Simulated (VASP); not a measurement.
Write the native input for VASP 6.6.1 that does the following.

* Task: single point
* Functional: LDA
* Potentials or basis: VASP PAW LDA potentials, release 64 (Sb)
* Cutoff: 520 eV
* k mesh: 6 × 6 × 6
* Occupations: gaussian, width 0.1 eV
* Spin: no spin polarisation
* Dipole correction: no
* Further INCAR settings: ALGO = Normal; EDIFF = 1e-06; NBANDS = 8

The structure of Sb lies in POSCAR:

```
Sb
1.0
    0.0000000000      2.3712425216      2.3712425216
    2.3712425216      0.0000000000      2.3712425216
    2.3712425216      2.3712425216      0.0000000000
Sb
1
Direct
    0.0000000000      0.0000000000      0.0000000000
```

This isn't the form of Sb at room conditions, which is rhombohedral.

The input as run:

INCAR

```
SYSTEM = Sb
ALGO     = Normal         ! electronic algorithm
EDIFF    = 1E-6           ! SCF threshold, eV
ENCUT    = 520            ! plane-wave cutoff, eV
ISIF     = 2              ! what is computed and relaxed
ISMEAR   = 0              ! smearing method
LASPH    = .TRUE.         ! aspherical terms in the spheres
LCHARG   = .FALSE.        ! write CHGCAR
LREAL    = .FALSE.        ! projectors in reciprocal space
LWAVE    = .FALSE.        ! write WAVECAR
NBANDS   = 8              ! bands
NELM     = 100            ! most SCF steps
PREC     = Accurate       ! precision mode
SIGMA    = 0.1            ! smearing width, eV
```

KPOINTS

```
k-points
0
G
  6 6 6
  0 0 0
```

Potentials or basis: VASP PAW LDA potentials, release 64 (Sb).

Launch:

```bash
$ cat potpaw_LDA.64/Sb/POTCAR > POTCAR
$ mpirun -np 1 vasp_std > vasp.out
```

It gave:

The pressure is -2.2 GPa. The band gap on the k mesh is none (metal or under the smearing width).

Caveat: the k mesh is coarse (spacing up to 0.38 Å⁻¹), so the values aren't converged.

It took 3.5 s on 1 thread of Intel(R) Xeon(R) 6975P-C (Granite Rapids) (shared host), peak memory 0.13 GiB.
